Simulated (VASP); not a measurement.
# PbSe (Clausthalite) (Fm-3m) in VASP: a series of runs

One crystal, PbSe (Clausthalite), is run at these levels: r2SCAN, PBEsol; tasks: relaxation of the atoms, relaxation of cell and atoms.

Everything below comes from runs of VASP 6.6.1. Logs are shortened: lines on timing, memory, paths and dates and some standing lists are left out, and cuts for length are marked.

## 1. The crystal as given

The structure is cubic, space group Fm-3m (No. 225). The conventional cell has a = 6.121 Å, b = 6.121 Å, c = 6.121 Å, α = 90.00°, β = 90.00°, γ = 90.00°. Around Pb (site symmetry m-3m) lie 6 Se at 3.06 Å. Se (site symmetry m-3m) has 6 Pb at 3.06 Å as nearest neighbours.

## 2. Relaxation of the atoms, r2SCAN (a relaxed cell with its volume scaled by 1.02)

INCAR reads:

```
SYSTEM = PbSe
ALGO = Normal ; EDIFF = 1E-7
EDIFFG = -0.01 ; ENCUT = 600
IBRION = 2 ; ISIF = 2
ISMEAR = 0 ; LASPH = .True.
LCHARG = .False. ; LMIXTAU = .True.
LREAL = .False. ; LWAVE = .False.
METAGGA = R2SCAN ; NELM = 80
NSW = 40 ; PREC = Accurate
SIGMA = 0.03
```

KPOINTS reads:

```
k-points
0
Gamma
  8 8 8
  0 0 0
```

POSCAR reads:

```
PbSe                                    
1.0
    0.0000000000      3.1097227863      3.1097227863
    3.1097227863      0.0000000000      3.1097227863
    3.1097227863      3.1097227863      0.0000000000
  Pb              Se            
     1     1
Direct
     0.0000000000000000    0.0000000000000000    0.0000000000000000
     0.5000000000000000    0.5000000000000000    0.5000000000000000
```

Potentials or basis: VASP PAW PBE potentials, release 64 (Pb_d, Se).

Command:

```sh
$ cat potpaw_PBE.64/Pb_d/POTCAR potpaw_PBE.64/Se/POTCAR > POTCAR
$ mpirun -np 1 vasp_std > vasp.out
```

OUTCAR:

```text
SYSTEM = PbSe
   EDIFF = 1E-7
   EDIFFG = -0.01
   ENCUT = 600
   IBRION = 2
   ISIF = 2
   ISMEAR = 0
   LASPH = .True.
   LREAL = .False.
   METAGGA = R2SCAN
   NELM = 80
   NSW = 40
   PREC = Accurate

 ion  position               nearest neighbor table
   1  0.000  0.000  0.000-   2 3.11   2 3.11   2 3.11   2 3.11   2 3.11   2 3.11
   2  0.500  0.500  0.500-   1 3.11   1 3.11   1 3.11   1 3.11   1 3.11   1 3.11

  LATTYP: Found a face centered cubic cell.
 ALAT       =     6.2194455726

  Lattice vectors:

 A1 = (   0.0000000000,   3.1097227863,   3.1097227863)
 A2 = (   3.1097227863,   0.0000000000,   3.1097227863)
 A3 = (   3.1097227863,   3.1097227863,   0.0000000000)

Analysis of symmetry for initial positions (statically):
=====================================================================
 Subroutine PRICEL returns:
 Original cell was already a primitive cell.

 Routine SETGRP: Setting up the symmetry group for a
 face centered cubic supercell.

 Subroutine GETGRP returns: Found 48 space group operations
 (whereof 48 operations were pure point group operations)
 out of a pool of 48 trial point group operations.

The static configuration has the point symmetry O_h .

Analysis of symmetry for dynamics (positions and initial velocities):
=====================================================================
 Subroutine PRICEL returns:
 Original cell was already a primitive cell.

 Routine SETGRP: Setting up the symmetry group for a
 face centered cubic supercell.

 Subroutine GETGRP returns: Found 48 space group operations
 (whereof 48 operations were pure point group operations)
 out of a pool of 48 trial point group operations.

The dynamic configuration has the point symmetry O_h .

 Subroutine INISYM returns: Found 48 space group operations
 (whereof 48 operations are pure point group operations),
 and found     1 'primitive' translations

----------------------------------------------------------------------------------------

                                     Primitive cell

  volume of cell :      60.1444

  direct lattice vectors                    reciprocal lattice vectors
     0.000000000  3.109722786  3.109722786    -0.160786036  0.160786036  0.160786036
     3.109722786  0.000000000  3.109722786     0.160786036 -0.160786036  0.160786036
     3.109722786  3.109722786  0.000000000     0.160786036  0.160786036 -0.160786036

  length of vectors
     4.397812140  4.397812140  4.397812140     0.278489584  0.278489584  0.278489584

  position of ions in fractional coordinates (direct lattice)
     0.000000000  0.000000000  0.000000000
     0.500000000  0.500000000  0.500000000

  ion indices of the primitive-cell ions
   primitive index   ion index
                 1           1
                 2           2

----------------------------------------------------------------------------------------

 KPOINTS: k-points

Automatic generation of k-mesh.
 Grid dimensions read from file:
 generate k-points for:    8    8    8

 Generating k-lattice:

  Cartesian coordinates                     Fractional coordinates (reciprocal lattice)
    -0.020098255  0.020098255  0.020098255     0.125000000  0.000000000  0.000000000
     0.020098255 -0.020098255  0.020098255     0.000000000  0.125000000  0.000000000
     0.020098255  0.020098255 -0.020098255     0.000000000  0.000000000  0.125000000

  Length of vectors
     0.034811198  0.034811198  0.034811198

  Shift w.r.t. Gamma in fractional coordinates (k-lattice)
     0.000000000  0.000000000  0.000000000

 Subroutine IBZKPT returns following result:
 ===========================================

 Found     29 irreducible k-points:

 Following reciprocal coordinates:
            Coordinates               Weight
  0.000000  0.000000  0.000000      1.000000
  0.125000  0.000000  0.000000      8.000000
  0.250000  0.000000  0.000000      8.000000
  0.375000  0.000000  0.000000      8.000000
  0.500000  0.000000  0.000000      4.000000
  0.125000  0.125000  0.000000      6.000000
[... 16 lines left out ...]
  0.500000  0.250000  0.125000     48.000000
 -0.375000  0.250000  0.125000     24.000000
 [... further k-points ...]
   k-points           NKPTS =     29   k-points in BZ     NKDIM =     29   number of bands    NBANDS=     14
   number of dos      NEDOS =    301   number of ions     NIONS =      2
   total plane-waves  NPLWV =  46656
   dimension x,y,z NGX =    36 NGY =   36 NGZ =   36
   dimension x,y,z NGXF=    72 NGYF=   72 NGZF=   72
   ions per type =               1   1
   NGX,Y,Z   is equivalent  to a cutoff of  13.61, 13.61, 13.61 a.u.
   NGXF,Y,Z  is equivalent  to a cutoff of  27.22, 27.22, 27.22 a.u.
 SYSTEM =  PbSe
   PREC   = accura    normal or accurate (medium, high low for compatibility)
   ISTART =      0    job   : 0-new  1-cont  2-samecut
   ICHARG =      2    charge: 1-file 2-atom 10-const
   ISPIN  =      1    spin polarized calculation?
   LNONCOLLINEAR =      F non collinear calculations
   LSORBIT =      F    spin-orbit coupling
   LASPH  =      T    aspherical Exc in radial PAW
   ENCUT  =  600.0 eV  44.10 Ry    6.64 a.u.   8.78  8.78  8.78*2*pi/ulx,y,z
   NELM   =     80;   NELMIN=  2; NELMDL= -5     # of ELM steps
   EDIFF  = 0.1E-06   stopping-criterion for ELM
   LREAL  =      F    real-space projection
   EDIFFG = -.1E-01   stopping-criterion for IOM
   NSW    =     40    number of steps for IOM
   IBRION =      2    ionic relax: 0-MD 1-quasi-New 2-CG
   NFREE  =      1    steps in history (QN), initial steepest desc. (CG)
   ISIF   =      2    stress and relaxation
   ISYM   =      2    0-nonsym 1-usesym 2-fastsym
   POTIM  = 0.5000    time-step for ionic-motion
   TEBEG  =    0.0;   TEEND  =   0.0 temperature during run
   PSTRESS=    0.0 pullay stress
   NELECT =      20.0000    total number of electrons
   NUPDOWN=      -1.0000    fix difference up-down
   EMIN   =  10.00;   EMAX   =-10.00  energy-range for DOS
   EFERMI =   0.00;   METHOD = LEGACY
   ISMEAR =     0;   SIGMA  =   0.03  broadening in eV -4-tet -1-fermi 0-gaus
   EFERMI_NEDOS =   21; number of points for ismear=-14 and -15
   IALGO  =     38    algorithm
   IMIX   =      4    mixing-type and parameters
     AMIX     =   0.40;   BMIX     =  1.00
     AMIX_MAG =   1.60;   BMIX_MAG =  1.00
  volume/ion in A,a.u.               =      30.07       202.94
  Fermi-wavevector in a.u.,A,eV,Ry     =   1.134192  2.143312 17.502411  1.286391
  Thomas-Fermi vector in A             =   2.270895
   LORBIT       =      0    0 simple, 1 ext, 2 COOP (PROOUT), +10 PAW based schemes
   METAGGA = R2SCAN    functional components
   LHFCALC =     F    Hartree Fock is set to
   AEXX    =    0.0000 exact exchange contribution
   IVDW    =     0    specifies the selected vdW correction
   LEPSILON=     F    determine dielectric tensor
   LRPA    =     F    only Hartree local field effects (RPA)
 conjugate gradient relaxation of ions
 non-spin polarized calculation
 Gauss-broadening in eV      SIGMA  =   0.03
  energy-cutoff  :      600.00
  volume of cell :       60.14
 maximum number of plane-waves:      2044
   NGX = 17   NGY = 17   NGZ = 17

 number of electron      20.0000002 magnetization

 Free energy of the ion-electron system (eV)
  ---------------------------------------------------
  ext. energy  EPLUGINS =         0.00000000
  ---------------------------------------------------
  free energy    TOTEN  =       -71.93673991 eV

  energy without entropy =      -71.93673991  energy(sigma->0) =      -71.93673991

 E-fermi :   4.4774     XC(G=0):  -9.8332

 val. band max:        4.2930982237   @ k =   0.5000   0.0000   0.0000
 cond. band min:       5.0267308617   @ k =   0.5000   0.0000   0.0000
 fundamental gap:      0.7336326381
 Fermi energy:         4.4774157111

 k-point     1 :       0.0000    0.0000    0.0000
  band No.  band energies     occupation
      1     -13.0636      2.00000
      2     -13.0636      2.00000
      3     -13.0636      2.00000
      4     -13.0578      2.00000
      5     -13.0578      2.00000
      6      -9.4073      2.00000
      7      -2.1042      2.00000
      8       2.5297      2.00000
      9       2.5297      2.00000
     10       2.5297      2.00000
     11       9.2610      0.00000
     12       9.2610      0.00000
     13       9.2610      0.00000
     14      11.3927      0.00000

 k-point     2 :       0.1250    0.0000    0.0000
  band No.  band energies     occupation
      1     -13.0631      2.00000
      2     -13.0630      2.00000
      3     -13.0630      2.00000
      4     -13.0575      2.00000
      5     -13.0575      2.00000
      6      -9.2950      2.00000
      7      -2.4761      2.00000
      8       2.5697      2.00000
      9       2.5697      2.00000
     10       2.7950      2.00000
     11       8.2503      0.00000
     12       8.6215      0.00000
     13       8.6215      0.00000
     14      11.1817      0.00000

 k-point     3 :       0.2500    0.0000    0.0000
  band No.  band energies     occupation
      1     -13.0695      2.00000
      2     -13.0695      2.00000
      3     -13.0619      2.00000
      4     -13.0489      2.00000
      5     -13.0489      2.00000
      6      -8.9888      2.00000
      7      -3.3029      2.00000
      8       2.6848      2.00000
      9       2.6848      2.00000
     10       3.3444      2.00000
     11       6.7830      0.00000
     12       7.5318      0.00000
     13       7.5318      0.00000
     14      11.3554      0.00000
[... 324 lines left out ...]
 k-point    23 :       0.5000    0.2500    0.1250
  band No.  band energies     occupation
      1     -13.1024      2.00000
      2     -13.0665      2.00000
      3     -13.0596      2.00000
      4     -13.0433      2.00000
      5     -13.0370      2.00000
      6      -8.4032      2.00000
      7      -3.9378      2.00000
      8       1.2521      2.00000
      9       1.9831      2.00000
     10       3.3327      2.00000
     11       6.3747      0.00000
     12       7.6767      0.00000
     13       8.8231      0.00000
     14      11.4167      0.00000

 k-point    24 :      -0.3750    0.2500    0.1250
  band No.  band energies     occupation
      1     -13.1063      2.00000
      2     -13.0691      2.00000
      3     -13.0541      2.00000
      4     -13.0463      2.00000
      5     -13.0340      2.00000
      6      -8.2451      2.00000
      7      -4.1513      2.00000
      8       1.2563      2.00000
      9       1.6062      2.00000
     10       3.5254      2.00000
     11       6.0681      0.00000
     12       8.0118      0.00000
     13       8.6463      0.00000
     14      12.4080      0.00000

 [... further k-points ...]

------------------------ aborting loop because EDIFF is reached ----------------------------------------

  FORCE on cell =-STRESS in cart. coord.  units (eV):
  Direction    XX          YY          ZZ          XY          YZ          ZX
  --------------------------------------------------------------------------------------
  -------------------------------------------------------------------------------------
  Total       -0.3632449     -0.3632449     -0.3632449     -0.0000000     -0.0000000      0.0000000
  in kB       -9.6764293     -9.6764293     -9.6764293     -0.0000000     -0.0000000      0.0000000
  external PRESSURE =      -9.6764293 kB  Pullay stress =       0.0000000 kB

 VOLUME and BASIS-vectors are now :
 -----------------------------------------------------------------------------
  energy-cutoff  :      600.00
  volume of cell :       60.14
      direct lattice vectors                 reciprocal lattice vectors
     0.000000000  3.109722786  3.109722786    -0.160786036  0.160786036  0.160786036
     3.109722786  0.000000000  3.109722786     0.160786036 -0.160786036  0.160786036
     3.109722786  3.109722786  0.000000000     0.160786036  0.160786036 -0.160786036

 POSITION                                       TOTAL-FORCE (eV/Angst)
 -----------------------------------------------------------------------------------
      0.00000      0.00000      0.00000        -0.000000      0.000000     -0.000000
      3.10972      3.10972      3.10972         0.000000      0.000000      0.000000
 -----------------------------------------------------------------------------------
    total drift:                                0.000000      0.000000      0.000000

  FREE ENERGIE OF THE ION-ELECTRON SYSTEM (eV)
  ---------------------------------------------------
  free  energy   TOTEN  =       -71.9367399113 eV

  energy  without entropy=      -71.9367399113  energy(sigma->0) =      -71.93673991

 reached required accuracy - stopping structural energy minimisation
```

Run time: 65 s. Hardware: 1 thread of Intel Xeon 6975P-C (Granite Rapids), shared host; peak memory 0.23 GiB.

What came out:

| Property | Result |
| --- | --- |
| Free energy | -71.9367 eV |
| Pressure after relaxing | -1.0 GPa |
| Band gap on the k mesh | 0.73 eV, direct |

Final structure:
```yaml
crystal:
  lattice:
    - [0.00000, 3.10972, 3.10972]
    - [3.10972, 0.00000, 3.10972]
    - [3.10972, 3.10972, 0.00000]
  atoms:
    - { symbol: Pb, position: [0.00000, 0.00000, 0.00000] }
    - { symbol: Se, position: [0.50000, 0.50000, 0.50000] }
```

Caveat: the relaxation stopped at its first step, so nothing moved; the PAW data sets were made with another functional, which shifts forces and pressure a little; spin-orbit coupling is left out, which as a rule narrows the gap of such compounds by several tenths of an eV.

## 3. Relaxation of the atoms, r2SCAN (a relaxed cell with its volume scaled by 1.04)

INCAR is that of step 2.

KPOINTS is that of step 2.

POSCAR reads:

```
PbSe                                    
1.0
    0.0000000000      3.1299163572      3.1299163572
    3.1299163572      0.0000000000      3.1299163572
    3.1299163572      3.1299163572      0.0000000000
  Pb              Se            
     1     1
Direct
     0.0000000000000000    0.0000000000000000    0.0000000000000000
     0.5000000000000000    0.5000000000000000    0.5000000000000000
```

Potentials or basis: VASP PAW PBE potentials, release 64 (Pb_d, Se).

Command:

```sh
$ cat potpaw_PBE.64/Pb_d/POTCAR potpaw_PBE.64/Se/POTCAR > POTCAR
$ mpirun -np 1 vasp_std > vasp.out
```

It took 64 s on 1 thread of Intel Xeon 6975P-C (Granite Rapids), shared host; peak memory 0.23 GiB.

The run converged. Its results:

```yaml
Free_energy: -71.9265 eV
Pressure_after_relaxing: -1.8 GPa
Band_gap_on_the_k_mesh: 0.79 eV, direct
```

Final structure:
```
CELL_PARAMETERS angstrom
0.00000 3.12992 3.12992
3.12992 0.00000 3.12992
3.12992 3.12992 0.00000
ATOMIC_POSITIONS crystal
Pb 0.00000 0.00000 0.00000
Se 0.50000 0.50000 0.50000
```

Levels at points of the mesh, in eV from the valence-band top:
| k point | band 6 | band 7 | band 8 | band 9 | band 10 | band 11 | band 12 | band 13 | band 14 |
| --- | --- | --- | --- | --- | --- | --- | --- | --- | --- |
| (0.00, 0.00, 0.00) | -13.53 | -6.42 | -1.66 | -1.66 | -1.66 | 4.94 | 4.94 | 4.94 | 7.15 |
| (0.50, 0.00, 0.00) | -12.58 | -8.64 | -1.29 | -1.29 | 0.00 | 0.79 | 2.11 | 2.11 | 9.04 |
| (0.50, 0.50, 0.00) | -12.28 | -7.39 | -4.54 | -2.91 | -2.91 | 4.35 | 5.78 | 5.78 | 6.22 |

Caveat: the relaxation stopped at its first step, so nothing moved; the PAW data sets were made with another functional, which shifts forces and pressure a little; spin-orbit coupling is left out, which as a rule narrows the gap of such compounds by several tenths of an eV.

(Continued in part 2 of 3.)
